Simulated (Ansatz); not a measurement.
MnO2, single point

MnO2 is taken in the coordinates of a database entry, unrelaxed (space group Pnma), 12 atoms in the cell. Forces or pressure are large there, so the entry is far from the computed equilibrium and may be faulty or of a sample under other conditions, or the chosen U doesn't suit it. Source: COD entry 9003476, which need not be the ambient phase.

Level of theory: Ansatz development build ahead of 0.2.0, DFT, PBE+U, PAW, plane waves, scalar-relativistic.

Input:

```yaml
crystal:
  lattice:
    - [9.5155, 0.0, 0.0]
    - [0.0, 2.8644, 0.0]
    - [0.0, 0.0, 4.7061]
  atoms:
    - { symbol: Mn, position: [0.1416, 0.25, 0.0407], spin: 4.5 }
    - { symbol: Mn, position: [0.3584, 0.75, 0.5407], spin: 4.5 }
    - { symbol: Mn, position: [0.6416, 0.25, 0.4593], spin: 4.5 }
    - { symbol: Mn, position: [0.8584, 0.75, 0.9593], spin: 4.5 }
    - { symbol: O, position: [0.9577, 0.25, 0.7819] }
    - { symbol: O, position: [0.5423, 0.75, 0.2819] }
    - { symbol: O, position: [0.4577, 0.25, 0.7181] }
    - { symbol: O, position: [0.0423, 0.75, 0.2181] }
    - { symbol: O, position: [0.2791, 0.25, 0.342] }
    - { symbol: O, position: [0.2209, 0.75, 0.842] }
    - { symbol: O, position: [0.7791, 0.25, 0.158] }
    - { symbol: O, position: [0.7209, 0.75, 0.658] }
magnetization:
  spin_polarized: true
hamiltonian:
  xc: pbe
  pseudopotentials: { kind: paw }
  hubbard: { sites: [{ species: Mn, l: d, u_eff: 3.9 }] }
basis:
  ecutwfc: 420
kpoints:
  mp_grid: { grid: [2, 7, 4] }
scf:
  occupations: { method: fermi_dirac, width: 0.1 }
  lower_state_search: "off"
  algorithm: density_mixing
  max_iter: 50
  mixing: { algorithm: broyden, beta: 0.4, beta_mag: 0.1, spin_hold: "off" }
output:
  forces: true
  stress: true
```

Launched as:
```sh
ansatz run input.yaml --threads 2 --pin off --max-ram 5120MiB --backend cpu --events-out ev --progress --plain --runs-dir out
```

Program output, abridged:

```
Mn: projections on atomic orbitals take those of the free atom [Ne] 3s2 3p6 3d5 4s2, of charge +0.00 (hamiltonian.pseudopotentials.projection_atoms); the dataset's partial waves leave at most 9.0e-7 of an orbital's norm unspanned inside its sphere
O: projections on atomic orbitals take those of the free atom [He] 2s2 2p4, of charge +0.00 (hamiltonian.pseudopotentials.projection_atoms); the dataset's partial waves leave at most 1.9e-8 of an orbital's norm unspanned inside its sphere
Pseudopotentials: kind: paw
Pseudopotential: Mn, paw, valence charge 15, recommended cutoff 420 eV (normal), Mn.paw.azcp
Pseudopotential: O, paw, valence charge 6, recommended cutoff 420 eV (normal), O.paw.azcp
Functional definition: PBE
Crystal: 12 atoms, lattice volume = 128.270 Å³
Basis set: ecut = 420 eV, 2513 PW (Γ), exchange–correlation on 128×40×64 points (8 copies of the dense FFT grid, shifted against one another)
Bands: 76, of which v1, the nominal top of the filled ones, is band 54 counted from 1 (53 counted from 0)
Symmetry: 8 space group operations
Space group: Pnma (ITA 62), of the structure as read, at distance tolerance 5.0e-5 Å
Magnetic group: BNS 62.441 (UNI 539), of the structure as read, at distance tolerance 5.0e-5 Å
k-points: 24 of 56
Non-local potential: Mn, projectors of the file, l = 0: 3, l = 1: 2, l = 2: 3, l = 3: 1
Non-local potential: O, projectors of the file, l = 0: 2, l = 1: 2, l = 2: 1
Initial density: superposition of atomic densities (chi_scale 0.1, normalization cell, long waves kept (reshape's long-wave potential 0.06 eV rms))
Starting moments: Σ|m| = 18 μB on 4 of 12 sites
Initial wavefunctions: pseudopotential atomic-orbital guess
Functional: x = pbe(κ = 0.804, μ = 0.2195149727645171), c = pbe(β = 0.06672455060314922)
SCF iter   1: F=—  HF=-20126.294478 eV  |F-HF|=—  |Δ(HF+E_count)|=         —  Δρ=1.18e-1 (↑1.09e-1 ↓1.18e-1)  dr2=5.98e1  dr2_m=2.54e0  M=12.643 μB ∫|m|=17.133 μB  β_m=0.10  ethr=3.10e-3  ⟨swp⟩=5.8  Hψ=12881  notcnv=0  defer=56
preconditioner: auto → Kerker (q_TF=auto, 2.651 Å⁻¹)  [metal: Δε(μ)=0.022 eV  Ē_g=12.734 eV  σ=0.100 eV  W_gap=0.06  n_scr=36 (ndim 8)  ℏωp=28.6 eV  f_vac=0.054  D(μ)=4.79/eV (n_scr^D=34)]
spin=Collinear: Kerker preconditioning applied to the charge; magnetization (m = ρ↑ − ρ↓) channel mixes plain (no charge-response kernel on spin).
SCF iter   2: F=—  HF=-20122.306025 eV  |F-HF|=—  |Δ(HF+E_count)|=    3.99e0  Δρ=9.68e-2 (↑9.68e-2 ↓6.81e-2)  dr2=1.19e1  dr2_m=4.65e0  M=12.000 μB ∫|m|=16.143 μB  β_m=0.10  ethr=3.10e-3  ⟨swp⟩=3.2  Hψ=8319  notcnv=0  defer=265  κ⁻¹=1.0e0(r=1)
SCF iter   3: F=—  HF=-20121.586898 eV  |F-HF|=—  |Δ(HF+E_count)|=   7.19e-1  Δρ=6.02e-2 (↑6.02e-2 ↓5.51e-2)  dr2=1.50e0  dr2_m=3.49e0  M=12.001 μB ∫|m|=16.409 μB  β_m=0.10  ethr=3.10e-3  ⟨swp⟩=3.1  Hψ=6746  notcnv=0  defer=263  κ⁻¹=5.5e-3(r=2)
SCF iter   4: F=—  HF=-20122.962842 eV  |F-HF|=—  |Δ(HF+E_count)|=    1.38e0  Δρ=4.96e-2 (↑4.96e-2 ↓4.72e-2)  dr2=4.08e-1  dr2_m=2.68e0  M=12.000 μB ∫|m|=15.805 μB  β_m=0.10  ethr=1.39e-3  ⟨swp⟩=3.2  Hψ=6905  notcnv=0  defer=263  κ⁻¹=2.0e-3(r=3)
SCF iter   5: F=—  HF=-20123.639749 eV  |F-HF|=—  |Δ(HF+E_count)|=   6.77e-1  Δρ=4.53e-2 (↑4.53e-2 ↓3.76e-2)  dr2=1.65e-1  dr2_m=1.99e0  M=12.000 μB ∫|m|=14.981 μB  β_m=0.10  ethr=3.78e-4  ⟨swp⟩=2.3  Hψ=6505  notcnv=0  defer=262  κ⁻¹=3.3e-4(r=4)
SCF iter   6: F=—  HF=-20123.860520 eV  |F-HF|=—  |Δ(HF+E_count)|=   2.21e-1  Δρ=2.73e-2 (↑1.55e-2 ↓2.73e-2)  dr2=1.62e-1  dr2_m=5.21e-1  M=12.000 μB ∫|m|=14.664 μB  β_m=0.10  ethr=1.52e-4  ⟨swp⟩=2.0  Hψ=6877  notcnv=0  defer=262  κ⁻¹=1.8e-4(r=5)
SCF iter   7: F=—  HF=-20124.127745 eV  |F-HF|=—  |Δ(HF+E_count)|=   2.67e-1  Δρ=1.60e-2 (↑6.82e-3 ↓1.60e-2)  dr2=4.15e-1  dr2_m=7.09e-2  M=12.000 μB ∫|m|=14.730 μB  β_m=0.10  ethr=1.50e-4  ⟨swp⟩=2.0  Hψ=6462  notcnv=0  defer=265  κ⁻¹=1.4e-4(r=6)
SCF iter   8: F=—  HF=-20124.256289 eV  |F-HF|=—  |Δ(HF+E_count)|=   1.29e-1  Δρ=6.34e-3 (↑6.34e-3 ↓2.67e-3)  dr2=5.57e-2  dr2_m=6.93e-3  M=12.000 μB ∫|m|=14.800 μB  β_m=0.10  ethr=1.50e-4  ⟨swp⟩=2.5  Hψ=7041  notcnv=0  defer=265  κ⁻¹=1.7e-5(r=7)
SCF iter   9: F=—  HF=-20124.271979 eV  |F-HF|=—  |Δ(HF+E_count)|=   1.57e-2  Δρ=2.75e-3 (↑2.75e-3 ↓1.62e-3)  dr2=4.77e-3  dr2_m=3.71e-3  M=12.000 μB ∫|m|=14.837 μB  β_m=0.10  ethr=5.16e-5  ⟨swp⟩=2.1  Hψ=5263  notcnv=0  defer=263  κ⁻¹=6.7e-6(r=8)
SCF iter  10: F=—  HF=-20124.287256 eV  |F-HF|=—  |Δ(HF+E_count)|=   1.53e-2  Δρ=1.71e-3 (↑1.71e-3 ↓9.75e-4)  dr2=5.81e-3  dr2_m=9.41e-4  M=12.000 μB ∫|m|=14.854 μB  β_m=0.10  ethr=4.42e-6  ⟨swp⟩=2.0  Hψ=6663  notcnv=0  defer=263  κ⁻¹=6.0e-6(r=8)
SCF iter  11: F=—  HF=-20124.287347 eV  |F-HF|=—  |Δ(HF+E_count)|=   9.11e-5  Δρ=1.07e-3 (↑1.07e-3 ↓6.90e-4)  dr2=1.65e-3  dr2_m=6.06e-4  M=12.000 μB ∫|m|=14.833 μB  β_m=0.10  ethr=4.42e-6  ⟨swp⟩=1.6  Hψ=4085  notcnv=0  defer=263  κ⁻¹=3.5e-5(r=8)
SCF iter  12: F=—  HF=-20124.288421 eV  |F-HF|=—  |Δ(HF+E_count)|=   1.07e-3  Δρ=8.45e-4 (↑7.36e-4 ↓8.45e-4)  dr2=2.28e-3  dr2_m=1.79e-4  M=12.000 μB ∫|m|=14.816 μB  β_m=0.10  ethr=1.53e-6  ⟨swp⟩=2.1  Hψ=5398  notcnv=0  defer=263  κ⁻¹=9.5e-6(r=8)
SCF iter  13: F=—  HF=-20124.288118 eV  |F-HF|=—  |Δ(HF+E_count)|=   3.03e-4  Δρ=3.91e-4 (↑3.91e-4 ↓3.36e-4)  dr2=6.35e-5  dr2_m=1.38e-4  M=12.000 μB ∫|m|=14.803 μB  β_m=0.10  ethr=1.53e-6  ⟨swp⟩=1.4  Hψ=4096  notcnv=0  defer=263  κ⁻¹=1.1e-6(r=8)
SCF iter  14: F=—  HF=-20124.288426 eV  |F-HF|=—  |Δ(HF+E_count)|=   3.09e-4  Δρ=4.76e-4 (↑4.76e-4 ↓2.58e-4)  dr2=3.76e-4  dr2_m=8.25e-5  M=12.000 μB ∫|m|=14.787 μB  β_m=0.10  ethr=5.88e-8  ⟨swp⟩=2.1  Hψ=5450  notcnv=0  defer=263  κ⁻¹=1.8e-5(r=8)
SCF iter  15: F=—  HF=-20124.288387 eV  |F-HF|=—  |Δ(HF+E_count)|=   3.97e-5  Δρ=2.59e-4 (↑2.59e-4 ↓1.97e-4)  dr2=5.78e-5  dr2_m=4.63e-5  M=12.000 μB ∫|m|=14.777 μB  β_m=0.10  ethr=5.88e-8  ⟨swp⟩=2.1  Hψ=5166  notcnv=0  defer=263  κ⁻¹=3.0e-6(r=8)
SCF iter  16: F=—  HF=-20124.288416 eV  |F-HF|=—  |Δ(HF+E_count)|=   2.91e-5  Δρ=1.38e-4 (↑4.61e-5 ↓1.38e-4)  dr2=2.20e-5  dr2_m=7.65e-6  M=12.000 μB ∫|m|=14.777 μB  β_m=0.10  ethr=5.35e-8  ⟨swp⟩=2.7  Hψ=6111  notcnv=0  defer=263  κ⁻¹=1.1e-4(r=8)
SCF iter  17: F=—  HF=-20124.288417 eV  |F-HF|=—  |Δ(HF+E_count)|=   1.48e-6  Δρ=7.41e-5 (↑3.46e-5 ↓7.41e-5)  dr2=8.84e-6  dr2_m=1.95e-6  M=12.000 μB ∫|m|=14.776 μB  β_m=0.10  ethr=2.04e-8  ⟨swp⟩=1.9  Hψ=4751  notcnv=0  defer=263  κ⁻¹=4.4e-5(r=8)
SCF iter  18: F=—  HF=-20124.288425 eV  |F-HF|=—  |Δ(HF+E_count)|=   7.27e-6  Δρ=3.34e-5 (↑2.81e-5 ↓3.34e-5)  dr2=1.25e-6  dr2_m=8.24e-7  M=12.000 μB ∫|m|=14.772 μB  β_m=0.10  ethr=8.19e-9  ⟨swp⟩=2.5  Hψ=5498  notcnv=0  defer=263  κ⁻¹=7.5e-6(r=8)
SCF iter  19: F=—  HF=-20124.288425 eV  |F-HF|=—  |Δ(HF+E_count)|=   6.63e-7  Δρ=2.28e-5 (↑2.05e-5 ↓2.28e-5)  dr2=2.47e-7  dr2_m=4.46e-7  M=12.000 μB ∫|m|=14.771 μB  β_m=0.10  ethr=1.16e-9  ⟨swp⟩=2.0  Hψ=5593  notcnv=0  defer=263  κ⁻¹=5.3e-5(r=8)
SCF iter  20: F=—  HF=-20124.288426 eV  |F-HF|=—  |Δ(HF+E_count)|=   6.88e-7  Δρ=1.92e-5 (↑1.92e-5 ↓1.49e-5)  dr2=2.11e-7  dr2_m=2.72e-7  M=12.000 μB ∫|m|=14.770 μB  β_m=0.10  ethr=9.26e-11  ⟨swp⟩=4.0  Hψ=10676  notcnv=0  κ⁻¹=1.3e-5(r=8)
SCF iter  21: F=—  HF=-20124.288427 eV  |F-HF|=—  |Δ(HF+E_count)|=   8.76e-7  Δρ=1.35e-5 (↑1.35e-5 ↓1.26e-5)  dr2=9.67e-8  dr2_m=1.82e-7  M=12.000 μB ∫|m|=14.769 μB  β_m=0.10  ethr=9.26e-11  ⟨swp⟩=2.2  Hψ=11928  notcnv=0  κ⁻¹=8.7e-6(r=8)
SCF iter  22: F=—  HF=-20124.288427 eV  |F-HF|=—  |Δ(HF+E_count)|=   1.90e-7  Δρ=1.06e-5 (↑1.06e-5 ↓7.50e-6)  dr2=1.17e-7  dr2_m=8.03e-8  M=12.000 μB ∫|m|=14.769 μB  β_m=0.10  ethr=8.96e-11  ⟨swp⟩=3.9  Hψ=9711  notcnv=0  κ⁻¹=1.0e-5(r=8)
SCF iter  23: F=-20124.288427 eV  HF=-20124.288427 eV  |F-HF|=5.78e-8  |Δ(HF+E_count)|=   4.96e-8  Δρ=8.20e-6 (↑4.16e-6 ↓8.20e-6)  dr2=7.18e-8  dr2_m=2.18e-8  M=12.000 μB ∫|m|=14.768 μB  ethr=8.96e-11  ⟨swp⟩=2.0  Hψ=11488  notcnv=0
SCF 1 converged in 23 iterations: F = -20124.288427 eV  dr2 = 7.18e-8
  greatest PAW one-centre occupation: 1.000 electrons in one spin orbital (limit 2), on the Mn atom at site 3 (counted from 0), in its partial waves of l = 0
this state was not tested for a lower state beside it, because the mixer in use, unlike msr1, does not test its closes by its own steps (another_mixer; see scf.mixing.algorithm and scf.lower_state_search)
SCF converged after 23 iterations
Magnetization: 12.0000 μB (60.0000 up, 48.0000 down)
Absolute magnetization: 14.7948 μB (∫|ρ↑−ρ↓|, with the PAW one-centre terms)
Spin contamination: 0.7351 ħ² per cell (⟨S²⟩ above its minimum at these occupations)
Per-site moments (μB) at R_I (Å): [(2.8066, 0.7711), (2.8066, 0.7711), (2.8066, 0.7711), (2.8066, 0.7711), (-0.2337, 0.7871), (-0.2337, 0.7871), (-0.2337, 0.7871), (-0.2337, 0.7871), (-0.0477, 0.7711), (-0.0477, 0.7711), (-0.0477, 0.7711), (-0.0477, 0.7711)]
Free energy (F): -20124.288427 eV
Harris-Foulkes:  -20124.288427 eV  (|F-HF|=5.78e-8)
Internal energy: -20124.280006 eV  (E = F + TS)
E sigma→0 (E₀):  -20124.284216 eV
Entropy (-TS):   -0.008421 eV (-0.702 meV/atom)
Fermi energy:    8.353109 eV
--- Per-component energies (eV) ---
  E_band       = -1431.495134
  E_kinetic    = 2584.921504
  E_local      = -12799.690242  (includes V_loc(G=0)·N_el)
  E_nonlocal   = 1337.002753
  E_hartree    = 5116.923538
  E_xc         = -1039.028156
  E_vxc        = -1327.205813  (∫ρ·V_xc dr)
  E_hubbard    = 9.318382  (on-site DFT+U / exact-exchange correction)
  E_vhub       = -20.273828  (the Hubbard potential's part of the band-sum identity)
  E_paw        = -6443.974095  (= ΣΔE_a)
  E_vpaw       = -1440.099841  (= ΣTr[D̂ρ^β])
  E_aug_tail   = 0.019257  (compensation charges beyond the density's cutoff)
  E_ewald      = -8889.772947
  E_smearing   = -0.008421  (= −TS)
  E_closure    = -0.000000  (closes the sum)
  Σ components = -20124.288427   (vs F -20124.288427, Δ=0.00e0)
--- Forces (eV/Å), atoms counted from 1 ---
  atom   1  Mn    -1.37131396     0.00000000     0.13578452
  atom   2  Mn     1.37131396     0.00000000     0.13578452
  atom   3  Mn    -1.37131396     0.00000000    -0.13578452
  atom   4  Mn     1.37131396     0.00000000    -0.13578452
  atom   5  O      0.87527708     0.00000000     0.45284902
  atom   6  O     -0.87527708     0.00000000     0.45284902
  atom   7  O      0.87527708     0.00000000    -0.45284902
  atom   8  O     -0.87527708     0.00000000    -0.45284902
  atom   9  O     -0.44294887     0.00000000    -0.67763764
  atom  10  O      0.44294887     0.00000000    -0.67763764
  atom  11  O     -0.44294887     0.00000000     0.67763764
  atom  12  O      0.44294887     0.00000000     0.67763764
  max |Σ_I F_I| component: 7.77e-16 eV/Å
--- Stress (GPa, compression-positive) ---
       -3.297461       0.000000       0.000000
        0.000000       8.861003       0.000000
        0.000000       0.000000      -0.249206
  P = ⅓ Tr σ = 1.7714 GPa (17.714 kbar)
```

A static U favours moments and orbital order; the result depends on U and need not be the measured state. Only one magnetic start was run, with no search, so the state need not be the lowest.

The run took 30 s on 2 threads of Arm Neoverse V2, with other jobs on the host, peak memory 0.72 GiB.
